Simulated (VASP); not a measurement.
# BaTiO3 in VASP: a series of runs, part 2 of 2

VASP 6.6.1. The steps go on from the part before.

### Step 6. Single point, PBE

File INCAR:

```
SYSTEM = BaTiO3
PREC = Accurate ; ENCUT = 460
EDIFF = 1E-7 ; ISMEAR = 0
SIGMA = 0.05 ; LREAL = .False.
LASPH = .True. ; NELM = 100
ALGO = Normal ; ISIF = 2
LWAVE = .False. ; LCHARG = .False.
GGA = PE ; NBANDS = 28
ADDGRID = .False.
```

File KPOINTS:

```
regular mesh
0
Gamma
  3 3 3
  0 0 0
```

File POSCAR:

```
BaTiO3
1.0
    3.9998000000      0.0000000000      0.0000000000
    0.0000000000      3.9998000000      0.0000000000
    0.0000000000      0.0000000000      4.0180000000
Ba Ti O
1 1 3
Direct
    0.0050340000     -0.0151990000     -0.0081960000
    0.5109990000      0.5026790000      0.4796360000
   -0.0079330000      0.4990990000      0.5319510000
    0.5087000000     -0.0034200000      0.5100070000
    0.5274750000      0.4823970000      0.0100750000
```

Potentials or basis: VASP PAW PBE potentials, release 64 (Ba_sv, Ti_sv, O).

Run with:

```bash
$ cat potpaw_PBE.64/Ba_sv/POTCAR potpaw_PBE.64/Ti_sv/POTCAR potpaw_PBE.64/O/POTCAR > POTCAR
$ mpirun -np 1 vasp_std > vasp.out
```

OUTCAR:

```text
SYSTEM = BaTiO3
   PREC = Accurate
   ENCUT = 460
   EDIFF = 1E-7
   ISMEAR = 0
   LREAL = .False.
   LASPH = .True.
   NELM = 100
   ISIF = 2
   GGA = PE

 Found     14 irreducible k-points:

 Following reciprocal coordinates:
            Coordinates               Weight
  0.000000  0.000000  0.000000      1.000000
  0.333333  0.000000  0.000000      2.000000
  0.000000  0.333333  0.000000      2.000000
  0.333333  0.333333  0.000000      2.000000
 -0.333333  0.333333  0.000000      2.000000
  0.000000  0.000000  0.333333      2.000000
   k-points           NKPTS =     14   k-points in BZ     NKDIM =     14   number of bands    NBANDS=     28
   number of dos      NEDOS =    301   number of ions     NIONS =      5
   total plane-waves  NPLWV =  21952
   dimension x,y,z NGX =    28 NGY =   28 NGZ =   28
   dimension x,y,z NGXF=    56 NGYF=   56 NGZF=   56
   ions per type =               1   1   3
   NGX,Y,Z   is equivalent  to a cutoff of  11.64, 11.64, 11.59 a.u.
   NGXF,Y,Z  is equivalent  to a cutoff of  23.28, 23.28, 23.17 a.u.
 SYSTEM =  BaTiO3
   PREC   = accura    normal or accurate (medium, high low for compatibility)
   ISTART =      0    job   : 0-new  1-cont  2-samecut
   ICHARG =      2    charge: 1-file 2-atom 10-const
   ISPIN  =      1    spin polarized calculation?
   LNONCOLLINEAR =      F non collinear calculations
   LSORBIT =      F    spin-orbit coupling
   LASPH  =      T    aspherical Exc in radial PAW
   ENCUT  =  460.0 eV  33.81 Ry    5.81 a.u.   6.99  6.99  7.03*2*pi/ulx,y,z
   NELM   =    100;   NELMIN=  2; NELMDL= -5     # of ELM steps
   EDIFF  = 0.1E-06   stopping-criterion for ELM
   LREAL  =      F    real-space projection
   EDIFFG = 0.1E-05   stopping-criterion for IOM
   NSW    =      0    number of steps for IOM
   IBRION =     -1    ionic relax: 0-MD 1-quasi-New 2-CG
   NFREE  =      0    steps in history (QN), initial steepest desc. (CG)
   ISIF   =      2    stress and relaxation
   ISYM   =      2    0-nonsym 1-usesym 2-fastsym
   POTIM  = 0.5000    time-step for ionic-motion
   TEBEG  =    0.0;   TEEND  =   0.0 temperature during run
   PSTRESS=    0.0 pullay stress
   NELECT =      40.0000    total number of electrons
   NUPDOWN=      -1.0000    fix difference up-down
   EMIN   =  10.00;   EMAX   =-10.00  energy-range for DOS
   EFERMI =   0.00;   METHOD = LEGACY
   ISMEAR =     0;   SIGMA  =   0.05  broadening in eV -4-tet -1-fermi 0-gaus
   EFERMI_NEDOS =   21; number of points for ismear=-14 and -15
   IALGO  =     38    algorithm
   IMIX   =      4    mixing-type and parameters
     AMIX     =   0.40;   BMIX     =  1.00
     AMIX_MAG =   1.60;   BMIX_MAG =  1.00
  volume/ion in A,a.u.               =      12.86        86.76
  Fermi-wavevector in a.u.,A,eV,Ry     =   1.397653  2.641181 26.578078  1.953434
  Thomas-Fermi vector in A             =   2.520888
   LORBIT       =      0    0 simple, 1 ext, 2 COOP (PROOUT), +10 PAW based schemes
   GGA     = PE    functional components
   LHFCALC =     F    Hartree Fock is set to
   AEXX    =    0.0000 exact exchange contribution
   IVDW    =     0    specifies the selected vdW correction
   LEPSILON=     F    determine dielectric tensor
   LRPA    =     F    only Hartree local field effects (RPA)
 non-spin polarized calculation
 Gauss-broadening in eV      SIGMA  =   0.05
  energy-cutoff  :      460.00
  volume of cell :       64.28
 maximum number of plane-waves:      1450
   NGX = 13   NGY = 13   NGZ = 15

 number of electron      39.9999995 magnetization

 Free energy of the ion-electron system (eV)
  ---------------------------------------------------
  ext. energy  EPLUGINS =         0.00000000
  ---------------------------------------------------
  free energy    TOTEN  =       -39.83231771 eV

  energy without entropy =      -39.83231771  energy(sigma->0) =      -39.83231771

 E-fermi :   3.9659     XC(G=0): -11.2383

 val. band max:        3.5491307346   @ k =   0.0000   0.0000   0.0000
 cond. band min:       5.6713345323   @ k =   0.0000   0.0000   0.0000
 fundamental gap:      2.1222037977
 Fermi energy:         3.9658843669

 k-point     1 :       0.0000    0.0000    0.0000
  band No.  band energies     occupation
      1     -52.7580      2.00000
      2     -28.9932      2.00000
      3     -28.9847      2.00000
      4     -28.9736      2.00000
      5     -21.0018      2.00000
      6     -13.0696      2.00000
[... 20 lines left out ...]
     27       8.9598      0.00000
[... 133 lines left out ...]
      6     -13.1880      2.00000
[... 20 lines left out ...]
     27      10.6545      0.00000
     28      12.1228      0.00000

 [... further k-points ...]

------------------------ aborting loop because EDIFF is reached ----------------------------------------

  FORCE on cell =-STRESS in cart. coord.  units (eV):
  Direction    XX          YY          ZZ          XY          YZ          ZX
  --------------------------------------------------------------------------------------
  -------------------------------------------------------------------------------------
  Total        1.4113950      1.5756516      1.9964529      0.0424043     -0.0335003     -0.0489271
  in kB       35.1781234     39.2721140     49.7603196      1.0569010     -0.8349735     -1.2194781
  external PRESSURE =      41.4035190 kB  Pullay stress =       0.0000000 kB

 VOLUME and BASIS-vectors are now :
 -----------------------------------------------------------------------------
  energy-cutoff  :      460.00
  volume of cell :       64.28
      direct lattice vectors                 reciprocal lattice vectors
     3.999800000  0.000000000  0.000000000     0.250012501  0.000000000  0.000000000
     0.000000000  3.999800000  0.000000000     0.000000000  0.250012501  0.000000000
     0.000000000  0.000000000  4.018000000     0.000000000  0.000000000  0.248880040

 POSITION                                       TOTAL-FORCE (eV/Angst)
 -----------------------------------------------------------------------------------
      0.02013      3.93901      3.98507         0.136832      0.365530      0.135139
      2.04389      2.01062      1.92718         0.344916     -0.093226     -0.263624
      3.96807      1.99630      2.13738         0.615642     -0.082676     -0.572705
      2.03470      3.98612      2.04921        -0.394430     -0.406909     -0.122411
      2.10979      1.92949      0.04048        -0.702960      0.217281      0.823601
 -----------------------------------------------------------------------------------
    total drift:                                0.000249      0.000135     -0.000111

  FREE ENERGIE OF THE ION-ELECTRON SYSTEM (eV)
  ---------------------------------------------------
  free  energy   TOTEN  =       -39.8323177134 eV

  energy  without entropy=      -39.8323177134  energy(sigma->0) =      -39.83231771
```

Run time: 21 s. Hardware: 1 thread of Intel Xeon Platinum 8488C (Sapphire Rapids), shared host; peak memory 0.16 GiB.

These settings aren't checked as converged: the numbers below hold their error.

What came out:

| Item | Value |
| --- | --- |
| Free energy | -39.8323 eV |
| Pressure | 4.1 GPa |
| Largest force | 1.104 eV/Å |
| Band gap on the k mesh | 2.12 eV, direct |

Caveat: the k mesh is coarse (spacing up to 0.52 Å⁻¹), so the values aren't converged; the cutoff is under 1.25 times the usual one of these potentials, so pressure, stress and relaxed cells hold a basis-set (Pulay) error; spin-orbit coupling is left out, which moves the levels of the heavy elements; an odd mesh through Γ misses points on the zone boundary, where band edges often lie.
